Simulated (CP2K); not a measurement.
Crystal: CdS (Hawleyite).

```
Cd S
1.0
     4.12455    0.00000    0.00000
     2.06228    3.57197    0.00000
     2.06228    1.19066    3.36768
Cd S
1 1
Cartesian
  0.0000 0.0000 0.0000
  6.1868 3.5720 2.5258
```

Base run:

```yaml
Program: CP2K 2026.2
Functional: PBE
Potentials_or_basis: POTENTIAL_UZH Cd GTH-PBE-q12, S GTH-PBE-q6; TZVP-MOLOPT-PBE-GTH basis
Density_cutoff: 9184 eV
k_mesh: 8 × 8 × 8
Occupations: fermi-dirac, width 0.05 eV
Spin: no spin polarisation
```

Its results: band gap on the k mesh 1.14 eV, direct; pressure 3.4 GPa.

The run is repeated on the same cell with these changes: functional from PBE to BLYP. What comes out?

Band gap on the k mesh 1.17 eV, direct; pressure 6.9 GPa.

BLYP binds less tightly than PBE, so the same cell stands under more pressure.

Caveats: the basis of atomic orbitals isn't converged, which shifts pressures, moduli and gaps; the potentials were made for another functional, which shifts forces and pressure (some runs).
